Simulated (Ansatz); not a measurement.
# Si2Mo: response to strain

Si2Mo is deformed so: equal xx and yy strain of -2 %. What stress and forces result, by LAPW, PAW and all-electron datasets made for the crystal?

Computed with Ansatz 0.2.0 (DFT PBE, scalar-relativistic, unless a step's input says otherwise).

## Step 1: Starting point

Symmetry: I4/mmm, No. 139, tetragonal system. Conventional cell: a = 3.200 Å, b = 3.200 Å, c = 7.861 Å, α = 90.00°, β = 90.00°, γ = 90.00°. Si (site symmetry 4mm) has 5 Si at 2.61 to 2.63 Å and 5 Mo at 2.62 Å as nearest neighbours. Mo (site symmetry 4/mmm) has 10 Si at 2.62 Å as nearest neighbours.

Structure file:

```
Si Mo
1.0
    -1.60000    1.60000    3.93050
     1.60000   -1.60000    3.93050
     1.60000    1.60000   -3.93050
Si Mo
2 1
Direct
  0.33300 0.33300 0.00000
  0.66700 0.66700 0.00000
  0.00000 0.00000 0.00000
```

Atoms are numbered in the order of the input: Si1, Si2, Mo3.

## Step 2: After the deformation

Space group I4/mmm before, I4/mmm after.

## Step 3: LAPW, all electrons

input.yaml

```yaml
crystal:
  lattice:
    - [-1.568, 1.568, 3.9305]
    - [1.568, -1.568, 3.9305]
    - [1.568, 1.568, -3.9305]
  atoms:
    - { symbol: Si, position: [0.333, 0.333, 0.0] }
    - { symbol: Si, position: [0.667, 0.667, 0.0] }
    - { symbol: Mo, position: [0.0, 0.0, 0.0] }
kpoints:
  mp_grid: { grid: [12, 12, 16] }
  band_path:
    path:
      - [0.0, 0.0, 0.0]
      - [0.0, 0.0, 0.5]
      - [0.25, 0.25, 0.25]
      - [0.0, 0.5, 0.0]
      - [0.0, 0.0, 0.0]
      - [0.5, 0.5, -0.5]
      - [0.2897865722, 0.7102134278, -0.2897865722]
      - [-0.2897865722, 0.2897865722, 0.2897865722]
      - [0.0, 0.0, 0.0]
    npoints: 5
scf:
  occupations: { method: fermi_dirac, width: 0.03 }
hamiltonian:
  xc: pbe
  pseudopotentials: { kind: all_electron, lapw: { basis_error: 0.001 } }
output:
  forces: true
  stress: true
  eigenvalues: true
```

On the command line:

```sh
> ansatz run input.yaml --threads 1 --pin off --max-ram 6144MiB --backend cpu --events-out ev --progress --plain --runs-dir out
```

## Step 4: PAW with frozen cores

input.yaml

```yaml
crystal:
  lattice:
    - [-1.568, 1.568, 3.9305]
    - [1.568, -1.568, 3.9305]
    - [1.568, 1.568, -3.9305]
  atoms:
    - { symbol: Si, position: [0.333, 0.333, 0.0] }
    - { symbol: Si, position: [0.667, 0.667, 0.0] }
    - { symbol: Mo, position: [0.0, 0.0, 0.0] }
kpoints:
  mp_grid: { grid: [12, 12, 16] }
scf:
  occupations: { method: fermi_dirac, width: 0.03 }
hamiltonian:
  xc: pbe
  pseudopotentials: { kind: paw }
output:
  forces: true
  stress: true
  eigenvalues: true
  efg: { contact_densities: true }
```

## Step 5: All-electron PAW on datasets made for the crystal

input.yaml: that of step 4 with these lines changed.

```diff
@@ -15,3 +15,3 @@
   xc: pbe
-  pseudopotentials: { kind: paw }
+  pseudopotentials: { kind: all_electron, datasets: crystal }
 output:
```

(Steps that only read results are left out.)

**Question.** What will these runs give? Wanted: pressure; largest shear or deviatoric stress.

The runs gave:

| quantity | value |
| --- | --- |
| pressure | LAPW 11.51, PAW 11.49, crystal datasets 11.51 GPa |
| largest shear or deviatoric stress (LAPW) | 5.65 GPa |

The largest part of the stress beyond the pressure is 5.65 GPa in size, in the zz component; the atoms are carried along and not relaxed. No run of the undeformed cell stands beside it, so the pressure holds what the given cell had before the change. PAW: stress within 0.03 GPa of LAPW, forces within 1 meV/Å. Crystal datasets: stress within 0.01 GPa of LAPW, forces within 1 meV/Å. The k mesh doesn't keep the crystal's whole symmetry, which leaves small spurious terms.
